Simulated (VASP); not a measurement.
Wanted: the native input for a VASP 6.6.1 run.

* Task: optical spectrum
* Functional: PBE
* Potentials or basis: VASP PAW PBE potentials, release 64 (Li_sv, F)
* Cutoff: 520 eV
* k mesh: 12 × 12 × 12
* Occupations: gaussian, width 0.03 eV
* Spin: no spin polarisation
* Further INCAR settings: ALGO = Normal; EDIFF = 1e-06; NBANDS = 29

The structure of LiF (Griceite) lies in POSCAR:

```
LiF                                     
1.0
    0.0000000000      1.9984797588      1.9984797588
    1.9984797588      0.0000000000      1.9984797588
    1.9984797588      1.9984797588      0.0000000000
  Li              F             
     1     1
Direct
     0.0000000000000000    0.0000000000000000    0.0000000000000000
     0.5000000000000000    0.5000000000000000    0.5000000000000000
```

One way to write it, as run:

INCAR

```
PREC     = Accurate       # precision mode
ENCUT    = 520            # plane-wave cutoff, eV
EDIFF    = 1E-6           # SCF threshold, eV
ISMEAR   = 0              # smearing method
SIGMA    = 0.03           # smearing width, eV
LREAL    = False          # projectors in reciprocal space
LASPH    = True           # aspherical terms in the spheres
NELM     = 80             # most SCF steps
ALGO     = Normal         # electronic algorithm
ISIF     = 2              # what is computed and relaxed
LWAVE    = False          # write WAVECAR
LCHARG   = False          # write CHGCAR
GGA      = PE             # functional
LOPTICS  = True           # frequency-dependent dielectric function
NBANDS   = 29             # bands
NEDOS    = 1000           # points of the DOS
CSHIFT   = 0.1
```

KPOINTS

```
regular mesh
0
Gamma
  12 12 12
```

Potentials or basis: VASP PAW PBE potentials, release 64 (Li_sv, F).

The run is started by

```sh
$ cat potpaw_PBE.64/Li_sv/POTCAR potpaw_PBE.64/F/POTCAR > POTCAR
$ mpirun -np 1 vasp_std > vasp.out
```

It gave:

```yaml
Band_gap_on_the_k_mesh: 9.30 eV, direct
```

Caveat: spectra need much finer meshes, so this one isn't converged; independent-particle spectra lack excitons.

Wall time 20 s on 1 thread of Intel(R) Xeon(R) Platinum 8488C (Sapphire Rapids), on a shared host, peak memory 0.16 GiB.
